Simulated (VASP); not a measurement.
# KF (Carobbiite) (Fm-3m) in VASP: a series of runs

One crystal, KF (Carobbiite), is run at these levels: PBE; tasks: relaxation of cell and atoms, relaxation of the atoms.

Everything below comes from runs of VASP 6.6.1. Logs are shortened: lines on timing, memory, paths and dates and some standing lists are left out, and cuts for length are marked.

**1. The structure**

It takes space group Fm-3m (No. 225, cubic). Conventional cell: a = 5.344 Å, b = 5.344 Å, c = 5.344 Å, α = 90.00°, β = 90.00°, γ = 90.00°. Around K (site symmetry m-3m) lie 6 F at 2.67 Å. F (site symmetry m-3m) has 6 K at 2.67 Å as nearest neighbours.

**2. Relaxation of cell and atoms, PBE**

Input file INCAR:

```
SYSTEM = KF
ALGO = Normal
EDIFF = 1E-6
EDIFFG = -0.01
ENCUT = 300
GGA = PE
IBRION = 2
ISIF = 3
ISMEAR = 0
LASPH = .True.
LCHARG = .False.
LREAL = .False.
LWAVE = .False.
NELM = 80
NSW = 90
PREC = Accurate
SIGMA = 0.03
```

Input file KPOINTS:

```
k-points
0
Gamma
  5 5 5
  0 0 0
```

Input file POSCAR:

```
KF
1.0
    0.0000000000      2.6718500000      2.6718500000
    2.6718500000      0.0000000000      2.6718500000
    2.6718500000      2.6718500000      0.0000000000
K F
1 1
Direct
    0.0000000000      0.0000000000      0.0000000000
    0.5000000000      0.5000000000      0.5000000000
```

Potentials or basis: VASP PAW PBE potentials, release 64 (K_sv, F_s).

The run is started by

```
$ cat potpaw_PBE.64/K_sv/POTCAR potpaw_PBE.64/F_s/POTCAR > POTCAR
$ mpirun -np 1 vasp_std > vasp.out
```

OUTCAR:

```text
SYSTEM = KF
   EDIFF = 1E-6
   EDIFFG = -0.01
   ENCUT = 300
   GGA = PE
   IBRION = 2
   ISIF = 3
   ISMEAR = 0
   LASPH = .True.
   LREAL = .False.
   NELM = 80
   NSW = 90
   PREC = Accurate

 ion  position               nearest neighbor table
   1  0.000  0.000  0.000-   2 2.67   2 2.67   2 2.67   2 2.67   2 2.67   2 2.67
   2  0.500  0.500  0.500-   1 2.67   1 2.67   1 2.67   1 2.67   1 2.67   1 2.67

  LATTYP: Found a face centered cubic cell.
 ALAT       =     5.3437000000

  Lattice vectors:

 A1 = (   0.0000000000,   2.6718500000,   2.6718500000)
 A2 = (   2.6718500000,   0.0000000000,   2.6718500000)
 A3 = (   2.6718500000,   2.6718500000,   0.0000000000)

Analysis of symmetry for initial positions (statically):
=====================================================================
 Subroutine PRICEL returns:
 Original cell was already a primitive cell.

 Routine SETGRP: Setting up the symmetry group for a
 face centered cubic supercell.

 Subroutine GETGRP returns: Found 48 space group operations
 (whereof 48 operations were pure point group operations)
 out of a pool of 48 trial point group operations.

The static configuration has the point symmetry O_h .

Analysis of symmetry for dynamics (positions and initial velocities):
=====================================================================
 Subroutine PRICEL returns:
 Original cell was already a primitive cell.

 Routine SETGRP: Setting up the symmetry group for a
 face centered cubic supercell.

 Subroutine GETGRP returns: Found 48 space group operations
 (whereof 48 operations were pure point group operations)
 out of a pool of 48 trial point group operations.

The dynamic configuration has the point symmetry O_h .

 Subroutine INISYM returns: Found 48 space group operations
 (whereof 48 operations are pure point group operations),
 and found     1 'primitive' translations

----------------------------------------------------------------------------------------

                                     Primitive cell

  volume of cell :      38.1475

  direct lattice vectors                    reciprocal lattice vectors
     0.000000000  2.671850000  2.671850000    -0.187136254  0.187136254  0.187136254
     2.671850000  0.000000000  2.671850000     0.187136254 -0.187136254  0.187136254
     2.671850000  2.671850000  0.000000000     0.187136254  0.187136254 -0.187136254

  length of vectors
     3.778566507  3.778566507  3.778566507     0.324129500  0.324129500  0.324129500

  position of ions in fractional coordinates (direct lattice)
     0.000000000  0.000000000  0.000000000
     0.500000000  0.500000000  0.500000000

  ion indices of the primitive-cell ions
   primitive index   ion index
                 1           1
                 2           2

----------------------------------------------------------------------------------------

 KPOINTS: k-points

Automatic generation of k-mesh.
 Grid dimensions read from file:
 generate k-points for:    5    5    5

 Generating k-lattice:

  Cartesian coordinates                     Fractional coordinates (reciprocal lattice)
    -0.037427251  0.037427251  0.037427251     0.200000000  0.000000000  0.000000000
     0.037427251 -0.037427251  0.037427251     0.000000000  0.200000000  0.000000000
     0.037427251  0.037427251 -0.037427251     0.000000000  0.000000000  0.200000000

  Length of vectors
     0.064825900  0.064825900  0.064825900

  Shift w.r.t. Gamma in fractional coordinates (k-lattice)
     0.000000000  0.000000000  0.000000000

[... 45 lines left out ...]
   PSTRESS=    0.0 pullay stress
   NELECT =      16.0000    total number of electrons
   NUPDOWN=      -1.0000    fix difference up-down
   EMIN   =  10.00;   EMAX   =-10.00  energy-range for DOS
   EFERMI =   0.00;   METHOD = LEGACY
   ISMEAR =     0;   SIGMA  =   0.03  broadening in eV -4-tet -1-fermi 0-gaus
   EFERMI_NEDOS =   21; number of points for ismear=-14 and -15
   IALGO  =     38    algorithm
   IMIX   =      4    mixing-type and parameters
     AMIX     =   0.40;   BMIX     =  1.00
     AMIX_MAG =   1.60;   BMIX_MAG =  1.00
  volume/ion in A,a.u.               =      19.07       128.72
  Fermi-wavevector in a.u.,A,eV,Ry     =   1.225442  2.315750 20.431978  1.501708
  Thomas-Fermi vector in A             =   2.360480
   LORBIT       =      0    0 simple, 1 ext, 2 COOP (PROOUT), +10 PAW based schemes
   GGA     = PE    functional components
   LHFCALC =     F    Hartree Fock is set to
   AEXX    =    0.0000 exact exchange contribution
   IVDW    =     0    specifies the selected vdW correction
   LEPSILON=     F    determine dielectric tensor
   LRPA    =     F    only Hartree local field effects (RPA)
 conjugate gradient relaxation of ions
 non-spin polarized calculation
 Gauss-broadening in eV      SIGMA  =   0.03
  energy-cutoff  :      300.00
  volume of cell :       38.15
 maximum number of plane-waves:       459
 NGX is ok and might be reduce to    24
   NGX = 11   NGY = 11   NGZ = 11

--------------------------------------- Ionic step        1  -------------------------------------------

 number of electron      15.9999976 magnetization

 Free energy of the ion-electron system (eV)
  ---------------------------------------------------
  ext. energy  EPLUGINS =         0.00000000
  ---------------------------------------------------
  free energy    TOTEN  =        -8.29074259 eV

  energy without entropy =       -8.29074259  energy(sigma->0) =       -8.29074259

------------------------ aborting loop because EDIFF is reached ----------------------------------------

  FORCE on cell =-STRESS in cart. coord.  units (eV):
  Direction    XX          YY          ZZ          XY          YZ          ZX
  --------------------------------------------------------------------------------------
  -------------------------------------------------------------------------------------
  Total       -0.0596965     -0.0596965     -0.0596965      0.0000000      0.0000000      0.0000000
  in kB       -2.5072258     -2.5072258     -2.5072258      0.0000000      0.0000000      0.0000000
  external PRESSURE =      -2.5072258 kB  Pullay stress =       0.0000000 kB

 VOLUME and BASIS-vectors are now :
 -----------------------------------------------------------------------------
  energy-cutoff  :      300.00
  volume of cell :       38.15
      direct lattice vectors                 reciprocal lattice vectors
     0.000000000  2.671850000  2.671850000    -0.187136254  0.187136254  0.187136254
     2.671850000  0.000000000  2.671850000     0.187136254 -0.187136254  0.187136254
     2.671850000  2.671850000  0.000000000     0.187136254  0.187136254 -0.187136254

 POSITION                                       TOTAL-FORCE (eV/Angst)
 -----------------------------------------------------------------------------------
      0.00000      0.00000      0.00000         0.000000      0.000000      0.000000
      2.67185      2.67185      2.67185        -0.000000     -0.000000     -0.000000
 -----------------------------------------------------------------------------------
    total drift:                                0.000000     -0.000000      0.000000

  FREE ENERGIE OF THE ION-ELECTRON SYSTEM (eV)
  ---------------------------------------------------
  free  energy   TOTEN  =        -8.2907425857 eV

  energy  without entropy=       -8.2907425857  energy(sigma->0) =       -8.29074259

--------------------------------------- Ionic step        2  -------------------------------------------

 number of electron      15.9999975 magnetization

 Free energy of the ion-electron system (eV)
  ---------------------------------------------------
  ext. energy  EPLUGINS =         0.00000000
  ---------------------------------------------------
  free energy    TOTEN  =        -8.29088036 eV

  energy without entropy =       -8.29088036  energy(sigma->0) =       -8.29088036

 E-fermi :  -2.4866     XC(G=0):  -8.4260

 val. band max:       -2.6808712929   @ k =   0.0000   0.0000   0.0000
 cond. band min:       3.5130960133   @ k =   0.0000   0.0000   0.0000
 fundamental gap:      6.1939673061
 Fermi energy:        -2.4865961385

 k-point     1 :       0.0000    0.0000    0.0000
  band No.  band energies     occupation
      1     -28.8051      2.00000
      2     -21.3270      2.00000
      3     -12.0506      2.00000
      4     -12.0506      2.00000
      5     -12.0506      2.00000
      6      -2.6809      2.00000
      7      -2.6809      2.00000
      8      -2.6809      2.00000
      9       3.5131      0.00000
     10       8.0163      0.00000
     11       8.0163      0.00000
     12       8.0163      0.00000
[... 121 lines left out ...]
 k-point    10 :      -0.4000    0.4000    0.2000
  band No.  band energies     occupation
      1     -28.6913      2.00000
      2     -21.3747      2.00000
      3     -12.4249      2.00000
      4     -12.3624      2.00000
      5     -12.1405      2.00000
      6      -3.1124      2.00000
      7      -2.9322      2.00000
      8      -2.8178      2.00000
      9       6.6764      0.00000
     10       7.2605      0.00000
     11       8.7084      0.00000
     12      10.8238      0.00000

------------------------ aborting loop because EDIFF is reached ----------------------------------------

  FORCE on cell =-STRESS in cart. coord.  units (eV):
  Direction    XX          YY          ZZ          XY          YZ          ZX
  --------------------------------------------------------------------------------------
  -------------------------------------------------------------------------------------
  Total       -0.0054298     -0.0054298     -0.0054298      0.0000000      0.0000000      0.0000000
  in kB       -0.2290364     -0.2290364     -0.2290364      0.0000000      0.0000000      0.0000000
  external PRESSURE =      -0.2290364 kB  Pullay stress =       0.0000000 kB

 VOLUME and BASIS-vectors are now :
 -----------------------------------------------------------------------------
  energy-cutoff  :      300.00
  volume of cell :       37.98
      direct lattice vectors                 reciprocal lattice vectors
     0.000000000  2.668002644  2.668002644    -0.187406111  0.187406111  0.187406111
     2.668002644  0.000000000  2.668002644     0.187406111 -0.187406111  0.187406111
     2.668002644  2.668002644  0.000000000     0.187406111  0.187406111 -0.187406111

 POSITION                                       TOTAL-FORCE (eV/Angst)
 -----------------------------------------------------------------------------------
      0.00000      0.00000      0.00000         0.000000      0.000000     -0.000000
      2.66800      2.66800      2.66800         0.000000     -0.000000      0.000000
 -----------------------------------------------------------------------------------
    total drift:                                0.000000     -0.000000      0.000000

  FREE ENERGIE OF THE ION-ELECTRON SYSTEM (eV)
  ---------------------------------------------------
  free  energy   TOTEN  =        -8.2908803644 eV

  energy  without entropy=       -8.2908803644  energy(sigma->0) =       -8.29088036

 reached required accuracy - stopping structural energy minimisation
```

Run time: 6.6 s. Hardware: 1 thread of AMD EPYC 7R13 (Zen 3), shared host; peak memory 0.1 GiB.

The run converged, but some of its settings lie outside the range that counts as converged, so its numbers aren't taken as properties of the crystal.

What came out:

| Quantity | Value |
| --- | --- |
| Free energy | -8.2909 eV |
| Relaxed volume | 18.99 Å³/atom |
| Relaxed cell | a = 3.773 Å, b = 3.773 Å, c = 3.773 Å, α = 60.00°, β = 60.00°, γ = 60.00° |
| Space group after relaxing (to 0.05 Å) | Fm-3m (No. 225) |
| Energy gained by relaxing | 0.1 meV/atom |
| Ionic steps | 2 |
| Band gap on the k mesh | 6.19 eV, direct |

Caveat: the cutoff is under 1.25 times the usual one of these potentials, so pressure, stress and relaxed cells hold a basis-set (Pulay) error.

**3. Relaxation of cell and atoms, PBE**

This run uses another cell than the first one, of 18.99 Å³/atom, 0.996 times its volume.

Changes to INCAR since step 2:

```diff
@@ -2,4 +2,4 @@
 ALGO = Normal
-EDIFF = 1E-6
-EDIFFG = -0.01
+EDIFF = 1E-7
+EDIFFG = -0.005
 ENCUT = 300
```

KPOINTS is that of step 2.

Input file POSCAR:

```
KF                                      
1.0
    0.0000000000      2.6680026442      2.6680026442
    2.6680026442      0.0000000000      2.6680026442
    2.6680026442      2.6680026442      0.0000000000
  K               F             
     1     1
Direct
     0.0000000000000000    0.0000000000000000    0.0000000000000000
     0.5000000000000000    0.5000000000000000    0.5000000000000000
```

Potentials or basis: VASP PAW PBE potentials, release 64 (K_sv, F_s).

The run is started by

```
$ cat potpaw_PBE.64/K_sv/POTCAR potpaw_PBE.64/F_s/POTCAR > POTCAR
$ mpirun -np 1 vasp_std > vasp.out
```

Run time: 6.8 s. Hardware: 1 thread of AMD EPYC 7R13 (Zen 3), shared host; peak memory 0.1 GiB.

The run converged, but some of its settings lie outside the range that counts as converged, so its numbers aren't taken as properties of the crystal.

Results:

| Quantity | Value |
| --- | --- |
| Free energy | -8.2901 eV |
| Relaxed volume | 18.98 Å³/atom |
| Relaxed cell | a = 3.772 Å, b = 3.772 Å, c = 3.772 Å, α = 60.00°, β = 60.00°, γ = 60.00° |
| Space group after relaxing (to 0.05 Å) | Fm-3m (No. 225) |
| Energy gained by relaxing | 0.0 meV/atom |
| Ionic steps | 2 |
| Band gap on the k mesh | 6.20 eV, direct |

Caveat: the cutoff is under 1.25 times the usual one of these potentials, so pressure, stress and relaxed cells hold a basis-set (Pulay) error.

[end of part 1 of 2]
